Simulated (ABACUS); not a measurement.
# Bi2Se3 (Paraguanajuatite) (R-3m) in ABACUS: further runs

One crystal, Bi2Se3 (Paraguanajuatite), is run at these levels: LDA; tasks: equation of state.

Program: ABACUS 3.10.1. These are calculated values, not measurements. Logs are shortened: lines on timing, memory, paths and dates and some standing lists are left out, and cuts for length are marked.

## 1. The structure

Symmetry: R-3m, No. 166, trigonal system. Conventional cell: a = 4.143 Å, b = 4.143 Å, c = 28.636 Å, α = 90.00°, β = 90.00°, γ = 120.00°. Around Bi (site symmetry 3m) lie 6 Se at 2.85 to 3.07 Å. Se (site symmetry 3m) is surrounded by 3 Bi at 2.85 Å. Se (site symmetry -3m) has 6 Bi at 3.07 Å as nearest neighbours.

## 2. Equation of state, LDA, 26.68 Å³/atom (volume scaled by 0.94)

INPUT reads:

```
INPUT_PARAMETERS
suffix              Bi2Se3
calculation         scf
basis_type          lcao
pseudo_dir          ./
orbital_dir         ./
symmetry            1
dft_functional      pz
ecutwfc             100
pseudo_rcut         7
nspin               1
nbands              47
ks_solver           genelpa
smearing_method     fd
smearing_sigma      0.00367493
scf_thr             1e-07
scf_nmax            100
mixing_type         broyden
mixing_beta         0.7
cal_force           1
cal_stress          1
out_mul             1
```

STRU reads:

```
ATOMIC_SPECIES
Bi 208.9804 Bi.upf
Se 78.9710 Se.upf

NUMERICAL_ORBITAL
Bi_confined-atom_8au_2s2p2d.orb
Se_confined-atom_7au_2s2p2d.orb

LATTICE_CONSTANT
1.8897261246

LATTICE_VECTORS
2.0292126242 1.1715664548 9.3504759364
-2.0292126242 1.1715664548 9.3504759364
0.0000000000 -2.3431329097 9.3504759364

ATOMIC_POSITIONS
Cartesian

Bi
0.0
2
0.0000000000 -0.0000000001 16.8084155433 1 1 1
0.0000000000 0.0000000000 11.2430122659 1 1 1

Se
0.0
3
0.0000000000 -0.0000000001 22.1129405420 1 1 1
0.0000000000 0.0000000000 5.9384872672 1 1 1
0.0000000000 0.0000000000 0.0000000000 1 1 1
```

KPT reads:

```
K_POINTS
0
Gamma
6 6 6 0 0 0
```

Potentials or basis: PseudoDojo NC SR 0.4.1 PBE standard, DZP LCAO (the cutoffs set its grid).

Run with:

```bash
$ OMP_NUM_THREADS=1 mpirun -np 4 abacus > log
```

running log:

```text
ABACUS v3.10.1

               Atomic-orbital Based Ab-initio Computation at UStc

 ------------------------------------------------------------------------------------

 READING GENERAL INFORMATION
                           global_out_dir = OUT.Bi2Se3/
                           global_in_card = INPUT
                               pseudo_dir = ./
                              orbital_dir = ./
                                    DSIZE = 4
                                    GSIZE = 1

 READING UNITCELL INFORMATION
                                    ntype = 2
                  lattice constant (Bohr) = 1.88973
              lattice constant (Angstrom) = 1

 READING ATOM TYPE 1
                               atom label = Bi
                      L=0, number of zeta = 2
                      L=1, number of zeta = 2
                      L=2, number of zeta = 2
             number of atom for this type = 2

 READING ATOM TYPE 2
                               atom label = Se
                      L=0, number of zeta = 2
                      L=1, number of zeta = 2
                      L=2, number of zeta = 2
             number of atom for this type = 3

                        TOTAL ATOM NUMBER = 5
CARTESIAN COORDINATES ( UNIT =       1.889726124600 Bohr ).
    atom                   x                   y                   z     mag                  vx                  vy                  vz
tauc_Bi1            0.0000000000       -0.0000000001       16.8084155433  0.0000        0.0000000000        0.0000000000        0.0000000000
tauc_Bi2            0.0000000000       -0.0000000000       11.2430122659  0.0000        0.0000000000        0.0000000000        0.0000000000
tauc_Se1            0.0000000000       -0.0000000001       22.1129405420  0.0000        0.0000000000        0.0000000000        0.0000000000
tauc_Se2            0.0000000000        0.0000000000        5.9384872672  0.0000        0.0000000000        0.0000000000        0.0000000000
tauc_Se3            0.0000000000        0.0000000000        0.0000000000  0.0000        0.0000000000        0.0000000000        0.0000000000

                          Volume (Bohr^3) = 900.07
                             Volume (A^3) = 133.376

 Lattice vectors: (Cartesian coordinate: in unit of a_0)
             +2.02921            +1.17157            +9.35048
             -2.02921            +1.17157            +9.35048
                   +0            -2.34313            +9.35048
 Reciprocal vectors: (Cartesian coordinate: in unit of 2 pi/a_0)
            +0.246401            +0.14226          +0.0356488
            -0.246401            +0.14226          +0.0356488
                   +0           -0.284519          +0.0356488
 The esolver type has been set to : ksdft_lcao

                PAO radial cut off (Bohr) = 7

 Read in pseudopotential file is Bi.upf
                     pseudopotential type = NC
          exchange-correlation functional = PBE
                 nonlocal core correction = 1
                        valence electrons = 15
                                     lmax = 2
                           number of zeta = 3
[... 5 lines left out ...]
                           L of projector = 2
                           L of projector = 2
 XC functional updated to : pz
          exchange-correlation functional = PZ
                PAO radial cut off (Bohr) = 7

 Read in pseudopotential file is Se.upf
                     pseudopotential type = NC
          exchange-correlation functional = PBE
                 nonlocal core correction = 1
                        valence electrons = 16
                                     lmax = 2
                           number of zeta = 3
[... 5 lines left out ...]
                           L of projector = 2
                           L of projector = 2
 XC functional updated to : pz
          exchange-correlation functional = PZ
     initial pseudo atomic orbital number = 45

 SETUP THE ELECTRONS NUMBER
            electron number of element Bi = 15
      total electron number of element Bi = 30
            electron number of element Se = 16
      total electron number of element Se = 48
            AUTOSET number of electrons:  = 78
                           occupied bands = 39
                                   NLOCAL = 90
                                   NBANDS = 47
                                   NBANDS = 47
                                   NLOCAL = 90

%%%%%%%%%%%%%%%%%%%%%%%%%%%%%%%%%%%%%%%%%%%%%%%%%%%%%%%%%%%%%%%%%%%%%%%%%%%%%%%%%%%%%%%%%%%%%%%%%%%%%%%%%%
 Warning: the number of valence electrons in pseudopotential > 5 for Bi: [Xe] 4f14 5d10 6s2 6p3
 Warning: the number of valence electrons in pseudopotential > 6 for Se: [Ar] 3d10 4s2 4p4
 Pseudopotentials with additional electrons can yield (more) accurate outcomes, but may be less efficient.
 If you're confident that your chosen pseudopotential is appropriate, you can safely ignore this warning.
%%%%%%%%%%%%%%%%%%%%%%%%%%%%%%%%%%%%%%%%%%%%%%%%%%%%%%%%%%%%%%%%%%%%%%%%%%%%%%%%%%%%%%%%%%%%%%%%%%%%%%%%%%

 SETUP THE PLANE WAVE BASIS
 energy cutoff for charge/potential (unit:Ry) = 400
            fft grid for charge/potential = [ 120, 120, 120 ]
                        fft grid division = [ 3, 3, 3 ]
        big fft grid for charge/potential = [ 40, 40, 40 ]
                                     nbxx = 16000
                                     nrxx = 432000

 SETUP PLANE WAVES FOR CHARGE/POTENTIAL
                    number of plane waves = 121793
                         number of sticks = 4353

 PARALLEL PW FOR CHARGE/POTENTIAL
     PROC   COLUMNS(POT)             PW
        1           1088          30448
[... 49 lines left out ...]
                                       S4 = 0
                                       S6 = 2
                              POINT GROUP = D_3d
                                       C2 = 3
                                       C3 = 2
                                       C4 = 0
                                       C6 = 0
                                       S1 = 3
                                       S3 = 0
                                       S4 = 0
                                       S6 = 2
               POINT GROUP IN SPACE GROUP = D_3d

 SETUP K-POINTS
                                    nspin = 1
                   Input type of k points = Monkhorst-Pack(Gamma)
                                   nkstot = 216
                       right hand lattice = 1
(for reciprocal lattice: )
                             BRAVAIS TYPE = 7
                     BRAVAIS LATTICE NAME = 07. Rhombohedral (Trigonal) cell
                                    ibrav = 7
                       right hand lattice = 1
(for k-lattice: )
                             BRAVAIS TYPE = 7
                     BRAVAIS LATTICE NAME = 07. Rhombohedral (Trigonal) cell
                                    ibrav = 7
                       right hand lattice = 1
                        ROTATION MATRICES = 12
                               nkstot_ibz = 32
K-POINTS REDUCTION ACCORDING TO SYMMETRY
     IBZ    DIRECT_X    DIRECT_Y    DIRECT_Z  WEIGHT  ibz2bz
       1  0.00000000  0.00000000  0.00000000  0.0046       0
       2  0.16666667  0.00000000  0.00000000  0.0278       1
       3  0.33333333  0.00000000  0.00000000  0.0278       2
       4  0.50000000  0.00000000  0.00000000  0.0139       3
       5  0.16666667  0.16666667  0.00000000  0.0278       7
       6  0.33333333  0.16666667  0.00000000  0.0556       8
[... 22 lines left out ...]
      29 -0.33333333  0.33333333  0.33333333  0.0278      88
      30  0.50000000  0.50000000  0.33333333  0.0278      93
[... 2 further k points ...]

                               nkstot now = 32
[... K-POINTS DIRECT COORDINATES: 32 rows ...]

           k-point number in this process = 32
       minimum distributed K point number = 32
[... stars of the k points ...]

[... K-POINTS CARTESIAN COORDINATES: 32 rows ...]

[... K-POINTS DIRECT COORDINATES: 32 rows ...]

 SETUP PLANE WAVES FOR WAVE FUNCTIONS
     energy cutoff for wavefunc (unit:Ry) = 100
              fft grid for wave functions = [ 120, 120, 120 ]
                    number of plane waves = 18709
                         number of sticks = 1253

 PARALLEL PW FOR WAVE FUNCTIONS
     PROC   COLUMNS(POT)             PW
        1            313           4677
        2            313           4677
        3            313           4677
        4            314           4678
 --------------- sum -------------------
        4           1253          18709

 SET NONLOCAL PSEUDOPOTENTIAL PROJECTORS
 SET NONLOCAL PSEUDOPOTENTIAL PROJECTORS
 max number of nonlocal projetors among all species is 6

 -------------------------------------------
 SELF-CONSISTENT
 -------------------------------------------

 SETUP SEARCHING RADIUS FOR PROGRAM TO SEARCH ADJACENT ATOMS
                  longest orb rcut (Bohr) = 8
   longest nonlocal projector rcut (Bohr) = 2.54
                     search radius (Bohr) = 21.1
              searching radius is (Bohr)) = 21.1
         searching radius unit is (Bohr)) = 1.89
                         PeriodicBoundary = 1
                        Radius(unit:lat0) = 11.2
                                   glayer = [ 5, 5, 5 ]
                             glayer_minus = [ 4, 4, 4 ]

Find the coordinate range of the input atom(unit:lat0).
                                  min_tau = [ -16.2, -18.7, -112 ]
                                  max_tau = [ 16.2, 18.7, 134 ]
                                BoxNumber = [ 9, 9, 9 ]

 SETUP EXTENDED REAL SPACE GRID FOR GRID INTEGRATION
                          real space grid = [ 120, 120, 120 ]
                 big cell numbers in grid = [ 40, 40, 40 ]
             meshcell numbers in big cell = [ 3, 3, 3 ]
                        extended fft grid = [ 49, 49, 49 ]
                dimension of extened grid = [ 139, 139, 139 ]
                            UnitCellTotal = 125

              Atom number in sub-FFT-grid = 5
    Local orbitals number in sub-FFT-grid = 90
                                ParaV.nnr = 44469
                                 init_chg = atomic

 LCAO ALGORITHM --------------- ION=   1  ELEC=   1--------------------------------

 Density error is 0.0429883728576
----------------------------------------------------------
     Energy           Rydberg                 eV
----------------------------------------------------------
 E_KohnSham     -1052.6291966100     -14321.7549550579
 E_Harris       -1049.2635437504     -14275.9628986774
 E_Fermi        0.7472439458         10.1667754589
----------------------------------------------------------
[... 91 lines left out ...]
 Density error is 2.28380456416e-08
----------------------------------------------------------
     Energy           Rydberg                 eV
----------------------------------------------------------
 E_KohnSham     -1052.7219823403     -14323.0173696829
 E_KS(sigma->0) -1052.7219690637     -14323.0171890455
 E_Harris       -1052.7219838262     -14323.0173898999
 E_band         -91.1553538748       -1240.2322159042
 E_one_elec     -496.3878041221      -6753.7025537690
 E_Hartree      278.5164046780       3789.4100900947
 E_xc           -229.0276201728      -3116.0806337298
 E_Ewald        -605.8229361701      -8242.6439110040
 E_entropy(-TS) -0.0000265532        -0.0003612748
 E_descf        0.0000000000         0.0000000000
 E_exx          0.0000000000         0.0000000000
 E_Fermi        0.7582310343         10.3162624668
----------------------------------------------------------

 charge density convergence is achieved
 final etot is -14323.01737 eV
 EFERMI = 10.316262467 eV

 STATE ENERGY(eV) AND OCCUPATIONS    NSPIN == 1
 1/32 kpoint (Cartesian) = 0.0000 0.0000 0.0000 (3773 pws)
       1       -36.6430     0.00925926
       2       -36.6430     0.00925926
       3       -36.6428     0.00925926
       4       -36.6428     0.00925926
       5       -36.6240     0.00925926
       6       -36.6240     0.00925926
[... 284 lines left out ...]
      46        15.8482    9.91412e-50
      47        16.0817    9.28348e-52

[... levels at 26 further k points ...]

 correction force for each atom along direction 1 is -1.44720e-14
 correction force for each atom along direction 2 is 4.08292e-14
 correction force for each atom along direction 3 is 1.22578e-13
------------------------------------------------------------------------------------------
 TOTAL-FORCE (eV/Angstrom)
------------------------------------------------------------------------------------------
                       Bi1         0.0000000000         0.0000000000         0.5094221638
                       Bi2         0.0000000000         0.0000000000        -0.5094221638
                       Se1         0.0000000000         0.0000000000         0.7880585779
                       Se2         0.0000000000         0.0000000000        -0.7880585779
                       Se3         0.0000000000         0.0000000000         0.0000000000
------------------------------------------------------------------------------------------

----------------------------------------------------------------
 TOTAL-STRESS (KBAR)
----------------------------------------------------------------
        39.1671929285         0.0000000000         0.0000000000
         0.0000000000        39.1671929279         0.0000000001
         0.0000000000         0.0000000001        35.2982341867
----------------------------------------------------------------
 TOTAL-PRESSURE: 37.877540 KBAR

 --------------------------------------------
 !FINAL_ETOT_IS -14323.0173696829042456 eV
 --------------------------------------------
```

It took 36 s on 4 MPI ranks of AMD EPYC 7R43 (Zen 3), shared host; peak memory 0.92 GiB.

What came out:

| Quantity | Value |
| --- | --- |
| Free energy | -14323.0174 eV |
| Pressure | 3.8 GPa |
| Largest force | 0.788 eV/Å |
| Band gap on the k mesh | 0.22 eV, direct |
| Mulliken charges | Bi +0.45; Se -0.26, -0.38 e |

Caveat: the atomic orbitals were generated for these runs and aren't a published set; Mulliken charges move with the basis; the potentials were made for another functional, which shifts forces and pressure; spin-orbit coupling is left out, which as a rule narrows the gap of such compounds by several tenths of an eV; the basis of atomic orbitals isn't converged, which shifts pressures, moduli and gaps.

## 3. Equation of state, LDA, 27.81 Å³/atom (volume scaled by 0.98)

INPUT is that of step 2.

STRU reads:

```
ATOMIC_SPECIES
Bi 208.9804 Bi.upf
Se 78.9710 Se.upf

NUMERICAL_ORBITAL
Bi_confined-atom_8au_2s2p2d.orb
Se_confined-atom_7au_2s2p2d.orb

LATTICE_CONSTANT
1.8897261246

LATTICE_VECTORS
2.0575968965 1.1879541221 9.4812687632
-2.0575968965 1.1879541221 9.4812687632
0.0000000000 -2.3759082442 9.4812687632

ATOMIC_POSITIONS
Cartesian

Bi
0.0
2
0.0000000000 0.0000000000 17.0435287287 1 1 1
0.0000000000 0.0000000000 11.4002775609 1 1 1

Se
0.0
3
0.0000000000 0.0000000000 22.4222524981 1 1 1
0.0000000000 0.0000000000 6.0215537915 1 1 1
0.0000000000 0.0000000000 0.0000000000 1 1 1
```

KPT is that of step 2.

Potentials or basis: PseudoDojo NC SR 0.4.1 PBE standard, DZP LCAO (the cutoffs set its grid).

Run with:

```bash
$ OMP_NUM_THREADS=1 mpirun -np 4 abacus > log
```

Wall time 33 s (4 MPI ranks of AMD EPYC 7R43 (Zen 3), shared host); peak memory 0.92 GiB.

The run converged. Its results:

| Quantity | Value |
| --- | --- |
| Free energy | -14323.0941 eV |
| Pressure | 0.6 GPa |
| Largest force | 0.418 eV/Å |
| Band gap on the k mesh | 0.24 eV, direct |
| Mulliken charges | Bi +0.49; Se -0.28, -0.42 e |

Caveat: the atomic orbitals were generated for these runs and aren't a published set; Mulliken charges move with the basis; the potentials were made for another functional, which shifts forces and pressure; spin-orbit coupling is left out, which as a rule narrows the gap of such compounds by several tenths of an eV; the basis of atomic orbitals isn't converged, which shifts pressures, moduli and gaps.

## 4. Equation of state, LDA, 28.95 Å³/atom (volume scaled by 1.02)

INPUT is that of step 3.

STRU reads:

```
ATOMIC_SPECIES
Bi 208.9804 Bi.upf
Se 78.9710 Se.upf

NUMERICAL_ORBITAL
Bi_confined-atom_8au_2s2p2d.orb
Se_confined-atom_7au_2s2p2d.orb

LATTICE_CONSTANT
1.8897261246

LATTICE_VECTORS
2.0852189429 1.2039017179 9.6085493036
-2.0852189429 1.2039017179 9.6085493036
0.0000000000 -2.4078034360 9.6085493036

ATOMIC_POSITIONS
Cartesian

Bi
0.0
2
0.0000000000 -0.0000000001 17.2723282282 1 1 1
0.0000000000 -0.0000000001 11.5533196826 1 1 1

Se
0.0
3
0.0000000000 -0.0000000002 22.7232582481 1 1 1
0.0000000000 0.0000000000 6.1023896627 1 1 1
0.0000000000 0.0000000000 0.0000000000 1 1 1
```

KPT is that of step 3.

Run with:

```bash
$ OMP_NUM_THREADS=1 mpirun -np 4 abacus > log
```

Wall time 31 s (4 MPI ranks of AMD EPYC 7R43 (Zen 3), shared host); peak memory 0.88 GiB.

The run converged. Its results:

| Quantity | Value |
| --- | --- |
| Free energy | -14323.0701 eV |
| Pressure | -1.9 GPa |
| Largest force | 0.227 eV/Å |
| Band gap on the k mesh | 0.25 eV, direct |
| Mulliken charges | Bi +0.52; Se -0.29, -0.46 e |

Caveat: the atomic orbitals were generated for these runs and aren't a published set; Mulliken charges move with the basis; the potentials were made for another functional, which shifts forces and pressure; spin-orbit coupling is left out, which as a rule narrows the gap of such compounds by several tenths of an eV; the basis of atomic orbitals isn't converged, which shifts pressures, moduli and gaps.

## 5. Equation of state, LDA, 30.08 Å³/atom (volume scaled by 1.06)

INPUT is that of step 4.

STRU reads:

```
ATOMIC_SPECIES
Bi 208.9804 Bi.upf
Se 78.9710 Se.upf

NUMERICAL_ORBITAL
Bi_confined-atom_8au_2s2p2d.orb
Se_confined-atom_7au_2s2p2d.orb

LATTICE_CONSTANT
1.8897261246

LATTICE_VECTORS
2.1121279616 1.2194376472 9.7325442609
-2.1121279616 1.2194376472 9.7325442609
0.0000000000 -2.4388752945 9.7325442609

ATOMIC_POSITIONS
Cartesian

Bi
0.0
2
0.0000000000 -0.0000000001 17.4952215634 1 1 1
0.0000000000 0.0000000000 11.7024112193 1 1 1

Se
0.0
3
0.0000000000 -0.0000000001 23.0164939226 1 1 1
0.0000000000 0.0000000000 6.1811388601 1 1 1
0.0000000000 0.0000000000 0.0000000000 1 1 1
```

KPT is that of step 4.

Run with:

```bash
$ OMP_NUM_THREADS=1 mpirun -np 4 abacus > log
```

It took 34 s on 4 MPI ranks of AMD EPYC 7R43 (Zen 3), shared host; peak memory 0.96 GiB.

Results (log left out):

```yaml
Free_energy: -14322.9657 eV
Pressure: -3.9 GPa
Largest_force: 0.178 eV/Å
Band_gap_on_the_k_mesh: 0.26 eV, direct
Mulliken_charges: Bi +0.54; Se -0.30, -0.48 e
```

Caveat: the atomic orbitals were generated for these runs and aren't a published set; Mulliken charges move with the basis; the potentials were made for another functional, which shifts forces and pressure; spin-orbit coupling is left out, which as a rule narrows the gap of such compounds by several tenths of an eV; the basis of atomic orbitals isn't converged, which shifts pressures, moduli and gaps.

## 6. Equation of state, LDA

Potentials or basis: PseudoDojo NC SR 0.4.1 PBE standard, DZP LCAO (the cutoffs set its grid).

This step only gathers the single runs of the series.

Results:

```yaml
Equilibrium_volume: 28.07 Å³/atom
Bulk_modulus_at_fixed_shape_and_positions: 66 GPa
Pressure_derivative_of_the_bulk_modulus: "4.5 (rough: it moves with the points fitted)"
```

Energy against volume, from the lowest point:
```csv
volume (Å³/atom),energy (meV/atom)
26.675,15.34
27.810,0.00
28.946,4.79
30.081,25.68
```

Caveat: the atomic orbitals were generated for these runs and aren't a published set; the cell was scaled at fixed shape and fractional positions, which overstates the stiffness of a crystal with free parameters, most of all of layers and chains; the potentials were made for another functional, which shifts forces and pressure; spin-orbit coupling is left out, which moves the levels of the heavy elements; the basis of atomic orbitals isn't converged, which shifts pressures, moduli and gaps.
